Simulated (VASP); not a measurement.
CdS (Hawleyite):

```
CELL_PARAMETERS angstrom
0.00000 2.91650 2.91650
2.91650 0.00000 2.91650
2.91650 2.91650 0.00000
ATOMIC_POSITIONS crystal
Cd 0.00000 0.00000 0.00000
S 0.75000 0.75000 0.75000
```

A sound run:

```yaml
Program: VASP 6.6.1
Task: dielectric tensor
Functional: LDA
Potentials_or_basis: VASP PAW LDA potentials, release 64 (Cd, S)
Cutoff: 800 eV
k_mesh: 14 × 14 × 14
Occupations: gaussian, width 0.01 eV
Spin: no spin polarisation
```

It gives band gap on the k mesh 0.89 eV, direct.

**Question.** What do these careless settings give instead: cutoff 340 eV in place of 800 eV; k mesh 5 × 5 × 5 in place of 14 × 14 × 14?

**Answer.** Band gap on the k mesh 0.88 eV, direct. The run converged, but these numbers show the error of the settings and aren't properties of the crystal.
